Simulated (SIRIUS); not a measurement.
## HgSe under changes of volume

One of the cells (28.067 Å³/atom); the others are scaled copies at fixed shape and fractional positions:

```
CELL_PARAMETERS angstrom
0.00000 3.03900 3.03900
3.03900 0.00000 3.03900
3.03900 3.03900 0.00000
ATOMIC_POSITIONS crystal
Hg 0.00000 0.00000 0.00000
Se 0.75000 0.75000 0.75000
```

| Item | Value |
| --- | --- |
| Program | SIRIUS 7.12.0 |
| Functional | PBEsol |
| Potentials or basis | PseudoDojo 0.4.1 PBEsol standard (scalar relativistic) |
| Cutoff | 1177 eV |
| Density cutoff | 4707 eV |
| k mesh | 8 × 8 × 8 |
| Occupations | fermi-dirac, width 0.05 eV |
| Spin | no spin polarisation |

```tsv
volume (Å³/atom)	energy over the lowest point (meV/atom)	pressure (GPa)
26.383	39.04	5.7
26.944	22.01	4.1
27.505	?	?
28.067	3.04	1.4
28.628	0.00	0.3
29.189	0.63	-0.7
29.751	4.53	-1.5
```

Question: What does the run at 27.505 Å³/atom give?

Answer: Energy over the lowest point 10.20 meV/atom; pressure 2.7 GPa.

Worked out: A Birch-Murnaghan fit of order 3 (a polynomial in V^(-2/3)) to the other rows has its minimum at 28.80 Å³/atom with B0 = V·E''(V) = 52 GPa and B' = 5.0. It gives 10.21 meV/atom at 27.505 Å³/atom, against the run's 10.20, and -dE/dV = 2.7 GPa, against 2.7.

Energies are extrapolated to zero smearing.
